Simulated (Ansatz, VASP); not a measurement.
# One calculation of MgB2, two programs

```
Mg B
1.0
     3.14551    0.00000    0.00000
    -1.57275    2.72409    0.00000
     0.00000    0.00000    3.59210
Mg B
1 2
Direct
  0.00000 0.00000 0.00000
  0.66667 0.33333 0.50000
  0.33333 0.66667 0.50000
```

Alike in both runs: task single point; functional PBE; k mesh 10 × 10 × 8; occupations fermi-dirac, width 0.05 eV; no spin polarisation.

|  | VASP | Ansatz |
| --- | --- | --- |
| version | VASP 6.6.1 | Ansatz 0.2.0 |
| potentials or method | VASP PAW PBE potentials, release 64 (Mg, B) | Ansatz PAW |
| plane-wave cutoff (eV) | 520 | 420 |
| valence electrons in the cell | 8 | 16 |

Ansatz gave:

| Property | Result |
| --- | --- |
| gap on the k mesh at the Fermi level (eV) | none |
| pressure (GPa) | -8.7 |
| largest component of the traceless stress (GPa) | 2.11 |

Task: Estimate VASP's values.

Result: gap on the k mesh at the Fermi level (eV): none; pressure (GPa): -9.0; largest component of the traceless stress (GPa): 2.00.

A gap of «none» marks a metal or a gap that the smearing closes. The functional is the same, so the differences come from potentials, cutoffs and numerics. The two sets of potentials don't hold the same shells in valence.
